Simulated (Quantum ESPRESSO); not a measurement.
Consider BAs (F-43m).

```xyz
2
Lattice="0.0000 2.3885 2.3885 2.3885 0.0000 2.3885 2.3885 2.3885 0.0000" Properties=species:S:1:pos:R:3 pbc="T T T"
As    3.5827    3.5827    3.5827
B     0.0000    0.0000    0.0000
```

Absorber: atom 1, with 4 B at 2.07 Å (tetrahedral, site symmetry -43m). Method: Quantum ESPRESSO XSpectra, PBE, full core hole (charged cell), 12-atom cell with 5.9 Å between holes, 4×3×4 k points, dipole transitions, Lorentzian half width 1.07 eV up to 4 eV, rising linearly to 1.75 eV at 25 eV (not a setting of the program: the run's 0.4 eV curve was folded afterwards with a further Lorentzian).

**Question.** Where do the maxima of the As K edge fall?

Main maxima up to 30 eV above the zero (height): 3.6 eV (1.48), 14.4 eV (1.32) and 23.9 eV (0.62). A K edge sees empty p states on the absorber. 

The As K spectrum (energy from the lowest empty level; intensity scaled to a mean of 1 over the first 20 eV; folded afterwards to Lorentzian half width 1.07 eV up to 4 eV, rising linearly to 1.75 eV at 25 eV; the points at xe0, where the cut of filled states can leave a spike, are interpolated):

```csv
E (eV),intensity
-2.00,0.17
-1.25,0.23
-0.50,0.35
0.25,0.55
1.00,0.83
1.75,1.11
2.50,1.31
3.25,1.46
4.00,1.45
4.75,1.33
5.50,1.21
6.25,1.14
7.00,1.09
7.75,1.02
8.50,0.92
9.25,0.86
10.00,0.84
10.75,0.85
11.50,0.91
12.25,1.00
13.00,1.13
13.75,1.27
14.50,1.31
15.25,1.17
16.00,0.93
16.75,0.75
17.50,0.66
18.25,0.61
19.00,0.57
19.75,0.56
20.50,0.57
21.25,0.57
22.00,0.59
22.75,0.61
23.50,0.62
24.25,0.62
25.00,0.62
25.75,0.62
26.50,0.62
27.25,0.61
28.00,0.59
28.75,0.58
29.50,0.58
30.25,0.59
31.00,0.60
31.75,0.60
```

The holes are only 5.9 Å apart, so the shape is probably not converged with cell size; no larger cell was run here. The structure is a published determination, not relaxed.

[Banner, clock and machine lines of the logs are left out without a mark of their own.]

[Logs are printed without paths, hosts, clocks, repeated set-up lines and the standing remarks that a program may print on its own settings, such as how far it seeks lower states.]

[Hosts, paths, dates, database ids (printed as entryN), source tags and the programs' standing remarks are cut or masked in the printed files.]

[Lists of maxima count a maximum above −3 eV only where it reaches 4 % of the highest in the window and stands out from its surroundings by 2 % of it (1.5 % where it reaches 55 %); shoulders and weaker maxima are passed over, and of the rest the first, up to two pre-edge ones and the few strongest are named.]
